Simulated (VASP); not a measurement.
Runs of VASP 6.6.1 on PbS (Galena). Symmetry: Fm-3m, No. 225, cubic system. Conventional cell: a = 5.931 Å, b = 5.931 Å, c = 5.931 Å, α = 90.00°, β = 90.00°, γ = 90.00°. Pb (site symmetry m-3m) has 6 S at 2.97 Å as nearest neighbours. Around S (site symmetry m-3m) lie 6 Pb at 2.97 Å. 

```csv
task,level,potentials or basis,spin,cell,k mesh,cutoff (eV),smearing,optimiser,other keys,pressure (GPa)
single point,PBE,"VASP PAW PBE potentials, release 54 (Pb, S)","SOC, no magnetisation",as given,6 × 6 × 6,500,gaussian 0.1 eV,-,-,1.5
single point,LDA,"VASP PAW LDA potentials, release 64 (Pb_d, S)","non-collinear, ferromagnetic start, SOC",as given,6 × 6 × 6,520,fermi-dirac 0.02 eV,-,NELMIN = 4,(a)
band structure,PBE+dDsC,"VASP PAW PBE potentials, release 64 (Pb_d, S)",off,volume scaled by 0.8,8 × 8 × 8,520,gaussian 0.1 eV,-,-,20.9
relaxation of the atoms,SCAN+rVV10,"VASP PAW PBE potentials, release 64 (Pb_d, S)",off,"atoms relaxed from: atoms moved at random, drawn with an rms of 0.05 Å",8 × 8 × 8,520,tetrahedron,BFGSLineSearch,-,0.1
```

Q: Fill in the values left out.

A: (a) -3.2.

Caveats: the PAW data sets were made with another functional, which shifts forces and pressure a little (some runs).

The runs don't all hold the same shells in valence.
